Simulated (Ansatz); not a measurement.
CsPbCl3 and the effect of the functional

The cell as given:

```
CELL_PARAMETERS angstrom
5.60500 0.00000 0.00000
0.00000 5.60500 0.00000
0.00000 0.00000 5.60500
ATOMIC_POSITIONS crystal
Pb 0.50000 0.50000 0.50000
Cs 0.00000 0.00000 0.00000
Cl 0.50000 0.00000 0.50000
Cl 0.00000 0.50000 0.50000
Cl 0.50000 0.50000 0.00000
```

The cell comes from a database or a generator and needn't be the form met in nature.

Kept alike: task relaxation of cell and atoms; k mesh 5 × 5 × 5; occupations fermi-dirac, width 0.05 eV; no spin polarisation. Program: Ansatz, Ansatz PAW. Cutoffs run from 420 to 500 eV. The mesh is that of the run's cell of 5 atoms. No spin-orbit coupling.

| functional | volume (Å³/atom) |
| --- | --- |
| BLYP | 39.868 |
| LDA | 33.536 |
| PBE | 37.688 |
| PBEsol | 35.415 |
| RPBE | 40.151 |
| r2SCAN | 36.459 |
| revPBE | 39.656 |

The relaxations keep at least the cell's symmetry (Pm-3m). Relaxations stop with a little pressure left, so the last digits of a volume or edge aren't settled. All rows use potentials made for PBE.

Problem. What does the functional change here?

Solution. The volume runs from 33.536 (LDA) to 40.151 Å³/atom (RPBE). From PBE: BLYP +2.180; LDA -4.152; PBEsol -2.273; RPBE +2.463; r2SCAN -1.229; revPBE +1.968.
